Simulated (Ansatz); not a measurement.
System: wurtzite BeO. Method: PBEsol (Ansatz, a program for electronic structure, PAW).

Settings: plane-wave cutoff 520 eV, 18×18×8 k mesh (along the axes of the cell as run), Fermi–Dirac smearing 0.01 eV, scalar-relativistic PAW data made under PBE.

The cell has the measured lattice parameters. Conventional cell: a = 2.6980 Å, b = 2.6980 Å, c = 4.3800 Å, α = 90.00°, β = 90.00°, γ = 120.00°.

```
CELL_PARAMETERS angstrom
     -1.34900    -2.33654     0.00000
     -1.34900     2.33654     0.00000
      0.00000     0.00000     4.38000
ATOMIC_POSITIONS crystal
  Be 0.66667 0.33333 0.50000
  Be 0.33333 0.66667 0.00000
  O  0.66667 0.33333 0.87800
  O  0.33333 0.66667 0.37800
```

### Question
List the 10 lowest band energies at Γ above −25 eV (eV, relative to the valence band maximum), grouping those that round alike.

### Answer
At Γ: -18.66, -16.81, -6.34, -1.03 (×2), -0.04 (×2), 0.00, 7.45, 11.47.

Note: cell and atoms aren't relaxed at this level (pressure -1.2 GPa).
